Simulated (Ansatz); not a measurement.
input.yaml

```yaml
crystal:
  lattice:
    - [2.7382004061, 0.0, 0.0]
    - [-1.369100203, 2.3713511123, 0.0]
    - [0.0, 0.0, 4.9075466]
  atoms:
    - { symbol: Ag, position: [0.3333333333, 0.6666666667, 0.25] }
    - { symbol: Ag, position: [0.6666666667, 0.3333333333, 0.75] }
basis:
  ecutwfc: 420
kpoints:
  mp_grid: { grid: [18, 18, 10] }
hamiltonian:
  xc: pbe
scf:
  occupations: { method: gaussian, width: 0.1 }
output:
  forces: true
  stress: true
  eigenvalues: true
  populations: true
```

Launched with
```bash
ansatz run input.yaml --threads 1 --pin off --max-ram 1331MiB --backend cpu --events-out ev --progress --plain --runs-dir out
```

Method: DFT PBE, scalar-relativistic, plane waves, PAW (Ansatz).

From the run's log, abridged (iterations and final results):

```
SCF iter   1: F=—  HF=-15180.856531 eV  |F-HF|=—  |Δ(HF+E_count)|=         —  Δρ=1.29e-3  dr2=1.23e-4  ethr=1.77e-3  ⟨swp⟩=4.5  Hψ=18677  notcnv=0
SCF iter   2: F=—  HF=-15180.857268 eV  |F-HF|=—  |Δ(HF+E_count)|=   7.37e-4  Δρ=7.43e-4  dr2=4.14e-5  ethr=3.23e-7  ⟨swp⟩=2.6  Hψ=11703  notcnv=0
SCF iter   3: F=—  HF=-15180.857398 eV  |F-HF|=—  |Δ(HF+E_count)|=   1.30e-4  Δρ=7.36e-5  dr2=9.31e-7  ethr=1.09e-7  ⟨swp⟩=2.0  Hψ=7466  notcnv=0
SCF iter   4: F=-15180.857398 eV  HF=-15180.857398 eV  |F-HF|=4.08e-8  |Δ(HF+E_count)|=   6.75e-7  Δρ=2.42e-5  dr2=7.71e-8  ethr=2.45e-9  ⟨swp⟩=2.0  Hψ=7512  notcnv=0
SCF iter   5: F=-15180.857398 eV  HF=-15180.857398 eV  |F-HF|=4.22e-10  |Δ(HF+E_count)|=   5.91e-8  Δρ=5.61e-6  dr2=8.31e-9  ethr=2.03e-10  ⟨swp⟩=2.5  Hψ=8810  notcnv=0
SCF iter   6: F=-15180.857398 eV  HF=-15180.857398 eV  |F-HF|=1.24e-10  |Δ(HF+E_count)|=  5.64e-10  Δρ=1.54e-6  dr2=8.46e-10  ethr=2.19e-11  ⟨swp⟩=2.6  Hψ=14996  notcnv=0
SCF 1 converged in 6 iterations: F = -15180.857398 eV  dr2 = 8.46e-10
SCF converged after 6 iterations
Free energy (F): -15180.857398 eV
Harris-Foulkes:  -15180.857398 eV  (|F-HF|=1.24e-10)
Internal energy: -15180.853455 eV  (E = F + TS)
E sigma→0 (E₀):  -15180.855427 eV
Entropy (-TS):   -0.003943 eV (-1.972 meV/atom)
Fermi energy:    19.025750 eV
--- Per-component energies (eV) ---
  E_band       = -415.414700
  E_kinetic    = 1057.798548
  E_local      = -4190.440803  (includes V_loc(G=0)·N_el)
  E_nonlocal   = 159.283225
  E_hartree    = 1926.191308
  E_xc         = -371.505290
  E_vxc        = -472.259967  (∫ρ·V_xc dr)
  E_paw        = -7803.543811  (= ΣΔE_a)
  E_vpaw       = -822.178201  (= ΣTr[D̂ρ^β])
  E_aug_tail   = 0.000621  (compensation charges beyond the density's cutoff)
  E_ewald      = -5958.637254
  E_smearing   = -0.003943  (= −TS)
--- Forces (eV/Å), atoms counted from 1 ---
  atom   1  Ag     0.00000000     0.00000000     0.00000000
  atom   2  Ag     0.00000000     0.00000000     0.00000000
--- Stress (GPa, compression-positive) ---
       20.770357       0.000000       0.000000
        0.000000      20.770357       0.000000
        0.000000       0.000000       6.796329
  P = ⅓ Tr σ = 16.1123 GPa (161.123 kbar)
--- Band table (eV; the first three rows and the last of 222) ---
  k-point 0: bands = ["-73.1937", "-73.1789", "-36.7168", "-36.5689", "-36.5689", "-36.5608", "-36.5514", "-36.5514", "10.6668", "11.9922", "13.4802", "13.9697", "13.9697", "14.1558", "14.1558", "15.0290", "15.0290", "15.8242", "15.8242", "17.6988", "21.7018", "34.7760", "35.3535"]
  k-point 1: bands = ["-73.1933", "-73.1792", "-36.7130", "-36.5685", "-36.5685", "-36.5647", "-36.5518", "-36.5518", "10.7360", "12.0002", "13.4751", "13.9647", "13.9647", "14.1443", "14.1443", "15.0587", "15.0587", "15.8128", "15.8128", "17.2541", "22.2690", "34.3144", "35.5273"]
  k-point 2: bands = ["-73.1922", "-73.1803", "-36.7020", "-36.5758", "-36.5672", "-36.5672", "-36.5530", "-36.5530", "10.9359", "12.0189", "13.4687", "13.9547", "13.9547", "14.1127", "14.1127", "15.1405", "15.1405", "15.7773", "15.7773", "16.3383", "23.5535", "33.3459", "35.6124"]
  k-point 221: bands = ["-73.1581", "-73.1581", "-36.7349", "-36.7349", "-36.7224", "-36.7224", "-36.5945", "-36.5945", "13.1259", "13.1259", "13.4548", "13.4548", "14.0051", "14.0051", "14.6013", "14.6013", "15.8430", "15.8430", "23.7421", "23.7421", "25.1296", "25.1296", "25.6499"]
--- Löwdin populations: 2 sites ---
  site symbol q [e]
     0     Ag     18.8722
     1     Ag     18.8722
  spilling = 0.006724 (of n_electrons = 38.000000)
```

Self-consistency was reached.